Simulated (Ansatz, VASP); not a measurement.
# HfC: VASP beside Ansatz

```
CELL_PARAMETERS angstrom
0.00000 2.32575 2.32575
2.32575 0.00000 2.32575
2.32575 2.32575 0.00000
ATOMIC_POSITIONS crystal
Hf 0.50000 0.50000 0.50000
C 0.00000 0.00000 0.00000
```

Alike in both runs: functional PBE; k mesh 16 × 16 × 16; occupations gaussian, width 0.1 eV; no spin polarisation.

Ansatz relaxed the structure, and its values are those at the end. VASP's run is a single point on that final structure, the one shown.

```csv
,VASP,Ansatz
version,VASP 6.6.1,Ansatz 0.2.0
potentials or method,"VASP PAW PBE potentials, release 64 (Hf_pv, C)","scalar-relativistic, plane waves, PAW"
plane-wave cutoff (eV),520,420
valence electrons in the cell,14,30
```

```tsv
	VASP	Ansatz	Ansatz less VASP
gap on the k mesh at the Fermi level (eV)	none	none	-
pressure (GPa)	-0.7	0.0	+0.65
```

A gap of «none» marks a metal or a gap that the smearing closes. The functional is the same, so the differences come from potentials, cutoffs and numerics. The two sets of potentials don't hold the same shells in valence.

Spin-orbit coupling is left out, which matters for the levels of Hf.
